# Choosing a functional for the cell of a zincblende semiconductor

Switching between LDA, PBE, PBEsol and PBE-D3 moves the volumes of this whole family up or down together, but does little to bring the errors of the single compounds closer to each other. PBE makes every cell in the table too large. PBEsol and PBE-D3 remove most of that excess at almost no extra cost, and either is a sound choice for an absolute volume. For the mismatch between two compounds the choice matters much less, because most of the common shift cancels.

Zincblende type, space group F-43m (216); members of the prototype with metals and non-metals on like sites, sites A = 4 atoms, B = 4 atoms. Each crystal is relaxed from its measured cell, keeping the symmetry. Ansatz 0.2.0, plane-wave PAW, scalar-relativistic; cutoff 420 eV; no spin polarisation; Gaussian smearing.

```
formula  element on site A  Z A  element on site B  Z B  shortest distance (Å)    k mesh  smearing width  error of the volume, PBE (%)  error of the volume, PBEsol (%)  measured volume per atom (Å³)  measured entries of this phase  error of the volume, LDA (%)  error of the volume, PBE-D3 (%)
    ZnS                 Zn   30                  S   16                  2.340  10×10×10         0.02 eV                          2.18                            -2.67                          19.73                               5                           n/a                              n/a
   ZnSe                 Zn   30                 Se   34                  2.454     8×8×8         0.02 eV                          3.44                            -1.81                          22.76                               3                         -5.20                            -0.67
   GaSb                 Ga   31                 Sb   51                  2.649  12×12×12          0.1 eV                          4.77                            -0.33                          28.62                               1                         -3.29                             0.55
    CdS                 Cd   48                  S   16                  2.526     8×8×8         0.02 eV                          4.88                            -0.43                          24.81                               4                           n/a                             1.03
   CdTe                 Cd   48                 Te   52                  2.776     8×8×8         0.02 eV                         10.02                             3.76                          32.92                               3                          0.00                             5.07
    InP                 In   49                  P   15                  2.538     8×8×8         0.02 eV                          5.16                             0.88                          25.17                               4                         -1.73                             1.68
   InAs                 In   49                 As   33                  2.614  12×12×12          0.1 eV                          7.66                             2.60                          27.49                               4                         -0.47                             3.77
   InSb                 In   49                 Sb   51                  2.805  12×12×12          0.1 eV                          7.43                             1.94                          33.98                               4                         -1.29                             3.21
   HgTe                 Hg   80                 Te   52                  2.792  12×12×12          0.1 eV                          9.73                             3.04                           33.5                               9                         -0.57                              n/a
```

## Why the levels differ

LDA treats each small region of the crystal as if it were a uniform electron gas. PBE adds a term that lowers the energy where the density varies strongly compared with its own size. Stretching a crystal thins out the density between the atoms and makes it more uneven in this sense. PBE therefore rewards expansion, and its crystals settle at larger volumes than those of LDA.

PBEsol keeps the gradient term but weakens it, to suit the slowly varying densities found in solids. The outward push becomes smaller and the cell shrinks. PBE-D3 takes another route: it leaves PBE as it is and adds an attraction between pairs of atoms, which stands for dispersion forces and pulls the crystal together. Wherever the levels can be compared, the volumes rise in the order LDA, PBEsol, PBE-D3, PBE.

That two different remedies end so close together carries a warning. A good volume from PBE-D3 doesn't show that dispersion was what PBE lacked, since a weaker gradient term does nearly the same job. The volume measures only the net push on the cell, not where the push comes from.

## How large the steps are

The change of functional can be pictured as an extra pressure p on the PBE crystal. The crystal gives way until its own stiffness, the bulk modulus B, balances that pressure. The fractional shrinkage is then about p/B, so a soft crystal should respond more than a stiff one.

Fitted to all nine compounds with rough recalled bulk moduli, the step from PBE to PBEsol corresponds to a pressure of about 2.7 GPa. For InP, with B near 71 GPa, this gives 2.7/71 ≈ 3.8 %, against a computed shrinkage of 4.1 %; InP was part of the fit. The printed output after this text lists the steps for every compound.

The picture agrees with the finding that soft CdTe and HgTe shrink the most, but one common pressure is too simple. It gives ZnS, the stiffest crystal here, a shrinkage of only 3.5 %, where the calculation finds 4.7 %. Multiplying each step by its modulus gives about 3.7 GPa for ZnS but only 2.4 GPa for CdTe, so the push seems to be stronger in a compact crystal. Perhaps the density there changes faster as the cell is squeezed; this reason is a guess. For everyday use a flat rule does at least as well: a PBEsol volume lies about 5 % below the PBE volume, give or take one per cent.

## What a better level repairs, and what it leaves

The near-constancy of the step decides what a change of level can achieve. Subtracting almost the same percentage from every volume improves the average, but it does little to draw the compounds together. The five compounds with results at all four levels, CdTe set aside for a reason given below, show this clearly. Their mean error against the measured volume is +5.7 % with PBE, +1.7 % with PBE-D3, +0.7 % with PBEsol and −2.4 % with LDA.

The scatter about these means is 1.8 to 1.9 % at all four levels. The same compounds even mark the ends each time, with ZnSe lowest and InAs highest. InAs owes part of its high place to the measured volume in the table, which is about one per cent below the accepted one as roughly recalled; that of GaSb is about one per cent above. The scatter thus belongs partly to the functionals and partly to the measured cells, and the table alone can't separate the two. Over the wider table the spread does shrink somewhat: ZnS and HgTe, the two ends once CdTe is set aside, lie about a quarter closer together under PBEsol than under PBE, because HgTe shrinks more. In practice, a mean error near zero is no promise for a particular compound: PBEsol misses ZnS by −2.7 %, slightly more than PBE does with +2.2 %.

This also limits how firmly the better levels can be ranked. Over the five compounds with all four levels, the mean size of the error, signs ignored, is 1.5 % for PBEsol and 2.0 % for PBE-D3, which is a small difference. LDA comes closer than PBEsol for InSb and HgTe, and for InAs if its doubtful measured cell is trusted, though it does worse for InP and clearly worse for ZnSe and GaSb. PBEsol and LDA also ran on atomic datasets made for PBE, which may shift their volumes slightly. Only the verdict on PBE is clear-cut.

## Check the measured cell before praising a functional

CdTe appears to be a triumph for LDA, with an error of 0.00 %, and a disaster for PBE, with 10 %. The measured volume behind both figures looks too small. The accepted value, roughly recalled, is 34 Å³ per atom, against 32.9 Å³ in the table. With 34 Å³, LDA is about 3 % too small and PBE between 6 and 7 % too large, much as elsewhere in the family.

Temperature sets a finer limit. Measured cells are swollen by heat and by zero-point motion, together by roughly half a per cent of the volume or somewhat more, while the calculation describes atoms at rest. The ideal static result is therefore slightly smaller than the measured volume. PBE's excess is then a little worse than it looks, and PBEsol's errors of −0.3 % for GaSb and −0.4 % for CdS are too small to count as either success or failure.

## Layers grown on one another

For a device built from stacked crystals, the quantity that matters is the difference between two cell edges. The edge changes by about a third as much as the volume. If the substrate's edge is taken from measurement and the layer's from PBE, the mean PBE error alone creates a false strain of 5.7/3 ≈ 1.9 %. That is large enough to spoil a strain calculation, and it is avoided by relaxing both crystals at the same level.

GaSb on InAs shows how well the shift cancels. PBE, PBEsol and LDA all make the GaSb edge about 0.4 % longer, although their volumes differ by up to 8 %. The measured volumes in the table give 1.35 %, but the accepted mismatch, roughly recalled, is only 0.6 %. Here the measured cells, one of which rests on a single entry, are the likelier source of the disagreement.

Agreement between levels is still not the same as being right. For HgTe and CdTe the same three levels make the HgTe edge longer by 0.4 to 0.5 %, whereas in reality CdTe is, as far as I recall, longer by a few tenths of a per cent. The measured volumes in the table also put HgTe ahead, but they can't settle the matter, since that of CdTe looks too small. An error shared by all three functionals, the atomic datasets or the neglect of spin-orbit coupling could be responsible; none of these was tested. The sign of a computed mismatch well below one per cent shouldn't decide which layer is under tension.

Between chemically distant compounds even less cancels. PBEsol makes ZnSe too small by 1.8 % and InSb too large by 1.9 %, so their relative edge is off by about a third of the sum, which is more than one per cent. Switching to another of the four levels hardly helps, because it moves both crystals the same way; whether a more elaborate functional would do better isn't tested here.

## What to run

LDA, PBE and PBEsol need about the same work per step, and the D3 term adds only a quick sum over pairs of atoms. The sampling of k points costs far more: a 12×12×12 mesh has about 3.4 times as many points as an 8×8×8 mesh before symmetry reduces both. There is thus no saving in staying with PBE for the cell.

- **Volume of a bulk crystal:** use PBEsol, and allow for an error of two to three per cent in a single compound.
- **Crystal together with molecules, such as a precursor on a surface:** use PBE-D3. Its volumes are nearly as good, and PBEsol's weaker gradient term is known to harm the binding energies of molecules.
- **Strain between layers:** relax both crystals at one level. If the answer depends on a few tenths of a per cent, use carefully measured edges for both.
- **Existing PBE volumes:** reduce them by 5 % for a quick estimate of the PBEsol result. This corrects the average, not the scatter.

A good cell doesn't bring good bands with it. GaSb, InAs and InSb, all used as semiconductors in fast or infrared devices, come out with no gap or next to none under PBE, PBEsol and LDA alike, each at its own relaxed volume. Such functionals are known to make gaps too small, and correcting the volume doesn't cure this. Take the cell from PBEsol, then compute the bands with a hybrid functional or a GW calculation, with spin-orbit coupling included.

The analysis program printed:

```
Shrinkage of the volume from PBE in %:
   row  to PBEsol  to PBE-D3  to LDA
   ZnS      4.747        n/a     n/a
  ZnSe      5.075      3.973   8.353
  GaSb      4.868      4.028   7.693
   CdS      5.063      3.671     n/a
  CdTe       5.69      4.499   9.107
   InP       4.07      3.309   6.552
  InAs        4.7      3.613   7.552
  InSb       5.11      3.928   8.117
  HgTe      6.097        n/a   9.387
mean shrinkage PBE to PBEsol, all rows (%): 5.047
scatter of this shrinkage (%): 0.5829
fit of shSol on 9 rows: coefficient of softness 2.718 +/- 0.12; rms 0.64, worst ZnS -1.22, leave-one-out rms 0.714
mean error PBE, five common rows (%): 5.692
mean error PBE-D3, five common rows (%): 1.708
mean error PBEsol, five common rows (%): 0.656
mean error LDA, five common rows (%): -2.396
scatter of errors PBE (%): 1.81
scatter of errors PBE-D3 (%): 1.837
scatter of errors PBEsol (%): 1.77
scatter of errors LDA (%): 1.873
mean absolute error PBEsol, five common rows (%): 1.512
mean absolute error PBE-D3, five common rows (%): 1.976
CdTe error PBE against a recalled 34 A^3 (%): 6.525
CdTe error PBEsol against a recalled 34 A^3 (%): 0.4641
CdTe error LDA against a recalled 34 A^3 (%): -3.176
GaSb edge over InAs edge, measured in table (%): 1.352
GaSb edge over InAs edge, PBE (%): 0.4367
GaSb edge over InAs edge, PBEsol (%): 0.3777
GaSb edge over InAs edge, LDA (%): 0.3854
HgTe edge over CdTe edge, PBE (%): 0.4954
HgTe edge over CdTe edge, PBEsol (%): 0.3507
HgTe edge over CdTe edge, LDA (%): 0.3924
k points of a 12 mesh over an 8 mesh, before symmetry: 3.375
```
